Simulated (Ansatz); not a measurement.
# CuI: a single-point run

Wanted: a converged single-point run for CuI, and a check of what comes out. The structure is shown as the input types it. The cell is built on a prototype (h-MgO type) and needn't be the phase found in nature.

Method: density functional or hybrid calculation with the settings of its input, plane waves, in Ansatz 0.2.0.

3 further runs of the same task are left out: 1 for a known fault of the program, 2 that didn't finish.

### Step 1. The starting structure

The structure is hexagonal, space group P6_3/mmc (No. 194). The conventional cell has a = 4.376 Å, b = 4.376 Å, c = 7.254 Å, α = 90.00°, β = 90.00°, γ = 120.00°. Around Cu (site symmetry -6m2) lie 3 I at 2.53 Å. Around I (site symmetry -6m2) lie 3 Cu at 2.53 Å.

Coordinates:

```
Cu I
1.0
     4.37554    0.00000    0.00000
    -2.18777    3.78933    0.00000
     0.00000    0.00000    7.25380
Cu I
2 2
Cartesian
  0.0000 2.5262 1.8135
  2.1878 1.2631 5.4404
  2.1878 1.2631 1.8135
  0.0000 2.5262 5.4404
```

### Step 2. The calculation

File input.yaml:

```yaml
crystal:
  lattice:
    - [4.3755371843, 0.0, 0.0]
    - [-2.1877685921, 3.7893263568, 0.0]
    - [0.0, 0.0, 7.2538023802]
  atoms:
    - { symbol: Cu, position: [0.3333333333, 0.6666666667, 0.25] }
    - { symbol: Cu, position: [0.6666666667, 0.3333333333, 0.75] }
    - { symbol: I, position: [0.6666666667, 0.3333333333, 0.25] }
    - { symbol: I, position: [0.3333333333, 0.6666666667, 0.75] }
kpoints:
  mp_grid: { grid: [6, 6, 4] }
hamiltonian:
  xc: pbesol
scf:
  occupations: { method: gaussian, width: 1.5 }
  n_extra_bands: 5
output:
  forces: true
  stress: true
  eigenvalues: true
```

On the command line:

```console
$ ansatz run input.yaml --threads 4 --pin off --max-ram 3686MiB --backend cpu --events-out ev --progress --plain --runs-dir out
```

**Question.** How will this run end, and is anything wrong with its input?

The program finished normally. That alone doesn't make the input a sound one.

The suspect setting: scf.occupations.width is 1.5. Occupations are smeared over electronvolts, wider than many features of the bands.

Run again and compare: set scf.occupations.width to 0.2.
